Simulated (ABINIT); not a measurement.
CoO in ABINIT: convergence with pawecutdg

Input of the first run (pawecutdg 26 Ha); the others differ in this setting and in those tied to it:

Contents of run.abi:

```
pp_dirpath "./"
pseudos "Co.LDA_PW-JTH.xml, O.LDA_PW-JTH.xml"

acell 3*1.0 Angstrom
rprim
     0.0000000000     2.1315000000     2.1315000000
     2.1315000000     0.0000000000     2.1315000000
     2.1315000000     2.1315000000     0.0000000000
ntypat 2
znucl 27 8
natom 2
typat 1 2
xred
     0.0000000000     0.0000000000     0.0000000000
     0.5000000000     0.5000000000     0.5000000000

ecut 707.496042 eV
pawecutdg 26.0

kptopt 1
ngkpt 11 11 11
nshiftk 1
shiftk 0.0 0.0 0.0

ixc 7

nband 16
occopt 7
tsmear 0.05 eV

nsppol 2
spinat
     0.0000000000     0.0000000000     2.0000000000
     0.0000000000     0.0000000000     0.0000000000

nstep 100
tolvrs 1.0e-9

iomode 3
prtwf 0
prtden 0
prteig 0
prtebands 0
enunit 2
```

Potentials or basis: JTH PAW LDA v2.0.

Command:

```bash
$ abinit run.abi > log 2>&1
```

Hardware: 1 thread of Arm Neoverse V1 (shared host).

The values tried are 26 Ha, 31.2, 39, 46.8, 57.2, 70.2, 85.8, loosest first. From which on does the energy stay within 1 meV/atom of the tightest run that finished?

From 31.2 on.

| pawecutdg | energy less the tightest run, at zero smearing (meV/atom) | pressure (GPa) | largest site moment (μB) | SCF cycles | CPU time (s) | peak memory (GiB) |
| --- | --- | --- | --- | --- | --- | --- |
| 26 Ha | 199.30 | -36.09 | 0.00 | 44 | 180 | 0.11 |
| 31.2 | -0.53 | -19.93 | 2.50 | 36 | 150 | 0.11 |
| 39 | -0.32 | -19.75 | 2.50 | 36 | 150 | 0.12 |
| 46.8 | 0.03 | -19.81 | 2.50 | 34 | 150 | 0.12 |
| 57.2 | 0.18 | -19.93 | 2.50 | 38 | 160 | 0.12 |
| 70.2 | -0.01 | -19.91 | 2.50 | 39 | 170 | 0.13 |
| 85.8 | 0.00 | -19.89 | 2.50 | 39 | 170 | 0.14 |

Against the tightest run, the pressure stays within 0.1 GPa from 46.8 on; the largest site moment stays within 0.02 μB from 31.2 on. The tightest run that finished is the yardstick and may itself not be fully converged.

Caveat, for the tightest run too: so large a pressure means that the cell lies far from this level's equilibrium, or that cutoff or potentials fall short; a cell with one magnetic atom can't hold antiferromagnetic order, which such compounds often take.
